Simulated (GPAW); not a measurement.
Ba in GPAW: convergence with density grid spacing (A)

Crystal: Ba.

```xyz
1
Lattice="3.9177 0.0000 0.0000 0.0000 3.9177 0.0000 0.0000 0.0000 3.9177" Properties=species:S:1:pos:R:3 pbc="T T T"
Ba    0.0000    0.0000    0.0000
```

This isn't the form of Ba at room conditions, which is bcc.

* Program: GPAW 26.7.0
* Task: convergence study
* Functional: PBEsol
* Potentials or basis: PAW data sets generated in the run's folder for this functional
* Cutoff: 600 eV
* Basis: pw
* Grid spacing: 0.24 Å
* k mesh: 7 × 7 × 7
* Occupations: fermi-dirac, width 0.05 eV
* Spin: no spin polarisation

These are the settings of the first run; the series varies density grid spacing (A), with any setting tied to it.

Hardware: 1 thread of Intel(R) Xeon(R) 6975P-C (Granite Rapids), with other jobs on the host.

| density grid spacing (A) | energy less the tightest run, at zero smearing (meV/atom) | SCF cycles | CPU time (s) | peak memory (GiB) |
| --- | --- | --- | --- | --- |
| 0.24 | -0.67 | 14 | 6.5 | 0.14 |
| 0.2 | -0.46 | 14 | 6.2 | 0.14 |
| 0.17 | -0.22 | 14 | 8.4 | 0.15 |
| 0.15 | -0.13 | 14 | 11 | 0.16 |
| 0.13 | -0.06 | 14 | 11 | 0.17 |
| 0.11 | -0.03 | 14 | 16 | 0.19 |
| 0.09 | 0.00 | 14 | 32 | 0.25 |

Against the tightest run, the energy stays within 1 meV/atom from 0.24 on. The tightest run that finished is the yardstick and may itself not be fully converged.
